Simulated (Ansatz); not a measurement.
Crystal: Si2Ni.

```xyz
3
Lattice="0.0000 2.7030 2.7030 2.7030 0.0000 2.7030 2.7030 2.7030 0.0000" Properties=species:S:1:pos:R:3 pbc="T T T"
Ni    0.0000    0.0000    0.0000
Si    4.0545    4.0545    4.0545
Si    1.3515    1.3515    1.3515
```

A run of Ansatz 0.2.0 on this cell left the log below. Logs are shortened: lines on timing, memory, paths and dates and some standing lists are left out, and cuts for length are marked.

```text
Warning: RAYON_NUM_THREADS=2 ignored (pool sized by the plan → 2); use --threads N
Ni: projections on atomic orbitals take those of the free atom [Ne] 3s2 3p6 3d8 4s2, of charge +0.00 (hamiltonian.pseudopotentials.projection_atoms); the dataset's partial waves leave at most 1.6e-6 of an orbital's norm unspanned inside its sphere
Si: projections on atomic orbitals take those of the free atom [Ne] 3s2 3p2, of charge +0.00 (hamiltonian.pseudopotentials.projection_atoms); the dataset's partial waves leave at most 6.1e-8 of an orbital's norm unspanned inside its sphere
Engine: ansatz 0.2.0, aarch64-unknown-linux-gnu
Pseudopotentials: kind: paw
Pseudopotential: Ni, paw, valence charge 18, recommended cutoff 420 eV (normal), Ni.paw.azcp
Pseudopotential: Si, paw, valence charge 4, recommended cutoff 420 eV (normal), Si.paw.azcp
Functional definition: PBE
  parameter kappa = 0.804
  parameter beta = 0.06672455060314922
  exchange = pbe_x(kappa = kappa, mu = beta*pi^2/3)
  correlation = pbe_c(beta = beta)
Crystal: 3 atoms, lattice volume = 39.497 Å³
Basis set: ecut = 420 eV, 749 PW (Γ), exchange–correlation on 54×54×54 points (8 copies of the dense FFT grid, shifted against one another)
Bands: 18, of which v1, the nominal top of the filled ones, is band 13 counted from 1 (12 counted from 0)
Symmetry: 48 space group operations
Space group: Fm-3m (ITA 225), of the structure as read, at distance tolerance 3.4e-5 Å
Magnetic group: BNS 225.116 (UNI 1618), of the structure as read, at distance tolerance 3.4e-5 Å
k-points: 35 of 729
Non-local potential: Ni, projectors of the file, l = 0: 3, l = 1: 2, l = 2: 3, l = 3: 1
Non-local potential: Si, projectors of the file, l = 0: 2, l = 1: 2, l = 2: 2
PAW form: soft (Blöchl's): semilocal exchange-correlation on the pseudo side does not see the compensation charge
PAW one-centre angular grid: Ni, 590 points (default); XC on 64 Gauss nodes
PAW one-centre angular grid: Si, 110 points (default); XC on 64 Gauss nodes
Initial density: superposition of atomic densities (chi_scale 0.1, normalization cell)
Starting moments: Σ|m| = 1 μB on 1 of 3 sites
Initial wavefunctions: pseudopotential atomic-orbital guess
Functional: x = pbe(κ = 0.804, μ = 0.2195149727645171), c = pbe(β = 0.06672455060314922)
[... 180 lines left out ...]
Per-site moments (μB) at R_I (Å): [(-2.4035475939574963e-7, 0.97297309753685), (2.3485901816056097e-9, 0.97297309753685), (2.348590110809248e-9, 0.9729730975368505)]
Free energy (F): -7109.599353 eV
Harris-Foulkes:  -7109.599353 eV  (|F-HF|=3.64e-12)
Internal energy: -7109.592967 eV  (E = F + TS)
E sigma→0 (E₀):  -7109.596160 eV
Entropy (-TS):   -0.006386 eV (-2.129 meV/atom)
Fermi energy:    12.655886 eV
--- Per-component energies (eV) ---
  E_band       = -350.340526
  E_kinetic    = 371.827728
  E_local      = -4969.286578  (includes V_loc(G=0)·N_el)
  E_nonlocal   = 688.820274
  E_hartree    = 2161.938883
  E_xc         = -198.230962
  E_vxc        = -207.099238  (∫ρ·V_xc dr)
  E_hubbard    = 2.624603  (on-site DFT+U / exact-exchange correction)
  E_vhub       = -21.791598  (the Hubbard potential's part of the band-sum identity)
  E_paw        = -2658.574953  (= ΣΔE_a)
  E_vpaw       = -536.689433  (= ΣTr[D̂ρ^β])
  E_aug_tail   = 0.000581  (compensation charges beyond the density's cutoff)
  E_ewald      = -2508.712541
  E_smearing   = -0.006386  (= −TS)
  E_closure    = 0.000000  (closes the sum)
  Σ components = -7109.599353   (vs F -7109.599353, Δ=0.00e0)
--- Forces (eV/Å), atoms counted from 1 ---
  atom   1  Ni     0.00000000    -0.00000000    -0.00000000
  atom   2  Si     0.00000000     0.00000000    -0.00000000
  atom   3  Si    -0.00000000    -0.00000000     0.00000000
  max |Σ_I F_I| component: 3.70e-17 eV/Å
--- Stress (GPa, compression-positive) ---
        0.002831      -0.000000       0.000000
       -0.000000       0.002831      -0.000000
        0.000000      -0.000000       0.002831
  P = ⅓ Tr σ = 0.0028 GPa (0.028 kbar)
--- Band table (eV; the first three rows and the last of 70) ---
  k-point 0 ↑: bands = ["-90.0690", "-50.5144", "-50.5144", "-50.5144", "-0.7995", "7.0621", "7.0621", "7.0621", "8.0559", "8.0559", "12.2707", "14.3777", "14.3777", "14.3777", "15.2870", "15.2870", "15.2870", "17.4378"]
  k-point 1 ↑: bands = ["-90.0690", "-50.5145", "-50.5144", "-50.5144", "-0.6201", "6.7638", "7.1176", "7.1176", "8.0391", "8.0391", "11.8651", "13.3507", "13.7382", "13.7382", "15.8346", "15.8346", "16.7582", "17.0255"]
  k-point 2 ↑: bands = ["-90.0690", "-50.5148", "-50.5145", "-50.5145", "-0.0889", "5.9538", "7.2376", "7.2376", "8.0439", "8.0439", "10.3351", "12.8793", "12.8793", "13.6472", "15.3960", "15.3960", "16.3638", "17.9544"]
  k-point 34 ↓: bands = ["-90.0690", "-50.5151", "-50.5150", "-50.5148", "3.3923", "4.0767", "5.9815", "6.2535", "8.2989", "8.3466", "8.6500", "8.7389", "9.6104", "14.4400", "15.2982", "17.2772", "18.9174", "20.5928"]
--- Relaxed structure (4 steps of the walk, 4 accepted, 1 SCFs on fresh bases) ---
  F+E_penalty+E_count = -7109.59935258 eV   max|allowed force component| = 6.168e-17 eV/Å   (the final SCF, on the basis selected at the relaxed cell)
  cell:  # Å, volume = 40.4081 Å³
    - [-3.4552991598073216e-34, 2.7236183261923133, 2.7236183261923133]
    - [2.7236183261923133, -8.885054982361685e-34, 2.7236183261923133]
    - [2.7236183261923133, 2.7236183261923133, -6.9902135076286365e-34]
  atoms:
    - { symbol: Ni, position: [2.1230122825555153e-35, -5.489216025544122e-35, 1.110213269391741e-35] }
    - { symbol: Si, position: [0.75, 0.75, 0.75] }
    - { symbol: Si, position: [0.25, 0.25, 0.25] }
```

Q: What input gives this log?

A: Relaxation of cell and atoms with PBE+U, collinear spin, ferromagnetic start. The files as run (others can give the same):

input.yaml
```yaml
crystal:
  lattice:
    - [0.0, 2.703, 2.703]
    - [2.703, 0.0, 2.703]
    - [2.703, 2.703, 0.0]
  atoms:
    - { symbol: Ni, position: [0.0, 0.0, 0.0], spin: 1.0 }
    - { symbol: Si, position: [0.75, 0.75, 0.75] }
    - { symbol: Si, position: [0.25, 0.25, 0.25] }
hamiltonian:
  xc: pbe
  pseudopotentials: { kind: paw }
  hubbard: { sites: [{ species: Ni, l: d, u_eff: 6.0 }] }
magnetization:
  spin_polarized: true
kpoints:
  mp_grid: { grid: [9, 9, 9] }
scf:
  occupations: { method: fermi_dirac, width: 0.05 }
output:
  forces: true
  stress: true
  eigenvalues: true
relax:
  f_tol: 0.01
  max_steps: 40
  cell: { stress_tol: 0.05 }
```

Potentials or basis: Ansatz PAW.
The run is started by
```sh
$ ansatz run input.yaml --threads 2 --pin off --max-ram 5632MiB --backend cpu --events-out ev --progress --plain --runs-dir out
```

Caveat: the magnetic or orbital state may not be the lowest; the plane-wave basis is chosen anew once the cell has moved, so the energies of steps on either side of that aren't comparable; the U is typed as a test and isn't derived for this compound; the starting moments weren't kept.
